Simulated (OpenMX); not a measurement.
# SnTe: band structure with PBE

**What was measured.**

A printed reference work, textbook reports, for a bulk crystal of SnTe at 300 K: band gap 0.18 eV (direct).

The system is SnTe.

```
CELL_PARAMETERS angstrom
0.00000 3.15085 3.15085
3.15085 0.00000 3.15085
3.15085 3.15085 0.00000
ATOMIC_POSITIONS crystal
Te 0.50000 0.50000 0.50000
Sn 0.00000 0.00000 0.00000
```

```json
{
  "Program": "OpenMX 3.8.5",
  "Task": "band structure",
  "Functional": "PBE",
  "Potentials or basis": "OpenMX 2013 PBE set, Te7.0-s3p2d2, Sn7.0-s3p2d1, grid cutoff 500 Ry",
  "k mesh": "5 × 5 × 5",
  "Occupations": "fermi-dirac, width 0.05 eV",
  "Spin": "no spin polarisation",
  "Mixing scheme": "rmm-diisk",
  "SCF threshold": "1e-08 Ha",
  "Solver": "band",
  "Max SCF cycles": "100"
}
```

- Pressure: 3.8 GPa
- Band gap along the path: 0.10 eV, indirect (least direct gap 0.26 eV)
- Mulliken charges: Te -1.08; Sn +1.08 e

Levels at the corners of the path, in eV from the Fermi level:
| point | band 12 | band 13 | band 14 | band 15 | band 16 | band 17 | band 18 | band 19 |
| --- | --- | --- | --- | --- | --- | --- | --- | --- |
| Γ | -4.84 | -2.26 | -2.26 | -2.25 | 3.31 | 3.31 | 3.32 | 4.89 |
| X | -6.66 | -5.78 | -3.91 | -3.90 | 1.99 | 2.19 | 4.96 | 4.98 |
| W | -7.56 | -5.01 | -5.01 | -0.95 | 0.72 | 2.93 | 4.78 | 4.78 |
| K | -7.62 | -5.37 | -3.40 | -2.87 | 2.90 | 3.02 | 3.86 | 4.52 |
| Γ | -4.84 | -2.26 | -2.26 | -2.25 | 3.31 | 3.31 | 3.32 | 4.89 |
| L | -8.54 | -1.91 | -1.91 | -0.12 | 0.18 | 0.20 | 0.20 | 9.11 |
| U | -7.62 | -5.37 | -3.40 | -2.87 | 2.90 | 3.02 | 3.86 | 4.52 |
| W | -7.56 | -5.01 | -5.01 | -0.95 | 0.72 | 2.93 | 4.78 | 4.78 |
| L | -8.54 | -1.91 | -1.91 | -0.12 | 0.18 | 0.20 | 0.20 | 9.11 |
| K|U | -7.62 | -5.37 | -3.40 | -2.87 | 2.90 | 3.02 | 3.86 | 4.52 |
| X | -6.66 | -5.78 | -3.91 | -3.90 | 1.99 | 2.19 | 4.96 | 4.98 |

Run time: 37 s on 1 thread of Arm Neoverse V2 (shared host), peak memory 0.72 GiB.

A measured direct gap of SnTe is 0.18 eV (direct; 300 K; a printed reference work, textbook); the calculated 0.26 eV misses it by +0.08 eV. Spin-orbit coupling on Sn, Te is left out. The value is that of PBE in an atomic basis (OpenMX 2013 PBE set, Te7.0-s3p2d2, Sn7.0-s3p2d1, grid cutoff 500 Ry), whose error adds to the functional's,, without temperature or zero-point motion.

Caveat: Mulliken charges move with the basis; this odd mesh misses L, where the gap lies, so gap, dielectric constants and Born charges aren't listed; spin-orbit coupling is left out, which moves the levels of the heavy elements; the basis of atomic orbitals isn't converged, which shifts pressures, moduli and gaps.
